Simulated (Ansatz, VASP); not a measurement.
TiS2 in VASP and in Ansatz

INCAR

```
  ALGO = Fast
  EDIFF = 1E-6
  ENCUT = 520
  GGA = PS
  ISIF = 2
  ISMEAR = -1
  LASPH = T
  LCHARG = F
  LREAL = F
  LWAVE = F
  NBANDS = 19
  NELM = 100
  PREC = Accurate
  SIGMA = 0.02
```

Contents of KPOINTS:

```
k-points
0
Gamma
  6 6 4
```

The input POSCAR:

```
TiS2
1.0
    3.4106015668      0.0000000000      0.0000000000
   -1.7053007834      2.9536675990      0.0000000000
    0.0000000000      0.0000000000      5.7387203108
Ti S
1 2
Direct
    0.0000000000      0.0000000000      0.0000000000
    0.3333333333      0.6666666667      0.2449123130
    0.6666666667      0.3333333333      0.7550876870
```

Input for Ansatz:

```yaml
crystal:
  lattice:
    - [3.4106015668, 0.0, 0.0]
    - [-1.7053007834, 2.953667599, 0.0]
    - [0.0, 0.0, 5.7387203108]
  atoms:
    - { symbol: Ti, position: [0.0, 0.0, 0.0] }
    - { symbol: S, position: [0.3333333333, 0.6666666667, 0.244912313] }
    - { symbol: S, position: [0.6666666667, 0.3333333333, 0.755087687] }
kpoints:
  mp_grid: { grid: [6, 6, 4] }
hamiltonian:
  xc: pbesol
scf:
  occupations: { method: fermi_dirac, width: 0.02 }
  n_extra_bands: 4
output:
  forces: true
  stress: true
  eigenvalues: true
```

Alike in both runs: task single point; functional PBEsol; k mesh 6 × 6 × 4; occupations fermi-dirac, width 0.02 eV; no spin polarisation.

|  | VASP | Ansatz |
| --- | --- | --- |
| version | VASP 6.6.1 | Ansatz 0.2.0 |
| potentials or method | VASP PAW PBE potentials, release 64 (Ti_sv, S) | plane waves |
| plane-wave cutoff (eV) | 520 | 420 |
| valence electrons in the cell | 24 | 24 |

|  | VASP | Ansatz | Ansatz less VASP |
| --- | --- | --- | --- |
| pressure (GPa) | -2.2 | -2.3 | -0.03 |
| largest component of the traceless stress (GPa) | 1.50 | 1.45 | -0.054 |
| rms of the force components (eV/Å) | 0.012 | 0.019 | +0.0068 |

Atom by atom the forces differ by 0.007 eV/Å (rms over components). With one functional, cell and mesh, what is left measures potentials, basis and numerics.

Caveats: the PAW data sets were made with another functional, which shifts forces and pressure a little (VASP); this functional lacks dispersion, which binds the layers, so the pressure and a relaxed spacing across them are unreliable.
